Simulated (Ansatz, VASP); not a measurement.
# Al: VASP beside Ansatz

File INCAR:

```
PREC     = Accurate       # precision mode
ENCUT    = 520            # plane-wave cutoff, eV
EDIFF    = 1E-6           # SCF threshold, eV
ISMEAR   = -1             # smearing method
SIGMA    = 0.08           # smearing width, eV
LREAL    = False          # projectors in reciprocal space
LASPH    = True           # aspherical terms in the spheres
NELM     = 100            # most SCF steps
ALGO     = Normal         # electronic algorithm
ISIF     = 2              # what is computed and relaxed
LWAVE    = False          # write WAVECAR
LCHARG   = False          # write CHGCAR
LDIPOL   = True         
IDIPOL   = 3            
DIPOL    = 0.5 0.5 0.500
GGA      = PE             # functional
NBANDS   = 14             # bands
```

Contents of KPOINTS:

```
regular mesh
0
Gamma
  14 14 1
```

POSCAR

```
Al
1.0
    2.8574853682      0.0000000000      0.0000000000
    0.0000000000      2.8574853682      0.0000000000
    0.0000000000      0.0000000000     22.0616000000
Al
4
Direct
    0.2500000000      0.2500000000      0.3626200764
    0.7500000000      0.7500000000      0.4542066918
    0.2500000000      0.2500000000      0.5457933077
    0.7500000000      0.7500000000      0.6373799236
```

Input for Ansatz:

```yaml
crystal:
  lattice:
    - [2.8574853682, 0.0, 0.0]
    - [0.0, 2.8574853682, 0.0]
    - [0.0, 0.0, 22.0616]
  atoms:
    - { symbol: Al, position: [0.25, 0.25, 0.3626200764] }
    - { symbol: Al, position: [0.75, 0.75, 0.4542066918] }
    - { symbol: Al, position: [0.25, 0.25, 0.5457933077] }
    - { symbol: Al, position: [0.75, 0.75, 0.6373799236] }
kpoints:
  mp_grid: { grid: [14, 14, 1] }
scf:
  occupations: { method: fermi_dirac, width: 0.08 }
hamiltonian:
  xc: pbe
  pseudopotentials: { kind: paw }
output:
  forces: true
  stress: true
  eigenvalues: true
  populations: true
efield:
  axis: 3
  amplitude: 0
  dipole_correction: true
```

Alike in both runs: task single point; functional PBE; k mesh 14 × 14 × 1; occupations fermi-dirac, width 0.08 eV; no spin polarisation.

|  | VASP | Ansatz |
| --- | --- | --- |
| version | VASP 6.6.1 | Ansatz 0.2.0 |
| potentials or method | VASP PAW PBE potentials, release 64 (Al) | PAW with Ansatz's default frozen-core files, scalar-relativistic |
| plane-wave cutoff (eV) | 520 | 420 |
| valence electrons in the cell | 12 | 12 |

```csv
,VASP,Ansatz,Ansatz less VASP
rms of the force components (eV/Å),0.048,0.048,+0.0002
```

Atom by atom the forces differ by 0.000 eV/Å (rms over components). The functional is the same, so the differences come from potentials, cutoffs and numerics.
